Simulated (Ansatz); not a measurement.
System: zinc-blende InN (metastable phase). Method: PBE (Ansatz, an electronic-structure program, plane waves, PAW).

The same calculation (at a fixed cell, not relaxed at this level and not confirmed as the measured one, 15.438 Å³/atom) with different numerical settings:

```tsv
run	k mesh	gap on the mesh (eV)	total energy (eV/atom)	rough time
1	4×4×4	0.000	-2990.7646	under 3 core-s
2	6×6×6	0.000	-2990.7909	under 3 core-s
3	8×8×8	0.000	-2990.7933	under 3 core-s
4	12×12×12	0.000	-2990.7938	under 3 core-s
5	16×16×16	0.000	-2990.7939	5 core-s
6	20×20×20	0.000	-2990.7939	9 core-s
```

In the column total energy (eV/atom) the first row differs from the last by +0.0293 and the next to last by 0.0000.

The last row is no converged limit: other settings stay fixed.

Spin–orbit coupling is not included.
